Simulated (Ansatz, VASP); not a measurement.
Sn: VASP beside Ansatz

```
CELL_PARAMETERS angstrom
-2.04622 2.04622 1.74308
2.04622 -2.04622 1.74308
2.04622 2.04622 -1.74308
ATOMIC_POSITIONS crystal
Sn 0.00000 0.00000 0.00000
```

Change from the starting cell: strain +0.080 along x and y, -0.080 along z, atoms carried along.

Alike in both runs: task single point; functional PBEsol; k mesh 18 × 18 × 18; occupations gaussian, width 0.15 eV; no spin polarisation.

|  | VASP | Ansatz |
| --- | --- | --- |
| version | VASP 6.6.1 | Ansatz 0.2.0 |
| potentials or method | VASP PAW PBE potentials, release 64 (Sn_d) | scalar-relativistic, plane waves, PAW |
| plane-wave cutoff (eV) | 520 | 420 |
| valence electrons in the cell | 14 | 14 |

|  | VASP | Ansatz | Ansatz less VASP |
| --- | --- | --- | --- |
| gap on the k mesh at the Fermi level (eV) | none | none | - |
| pressure (GPa) | -4.5 | -4.5 | -0.03 |
| largest component of the traceless stress (GPa) | 0.18 | 0.18 | -0.001 |

A gap of «none» marks a metal or a gap that the smearing closes.

Caveats: the PAW data sets were made with another functional, which shifts forces and pressure a little (VASP).
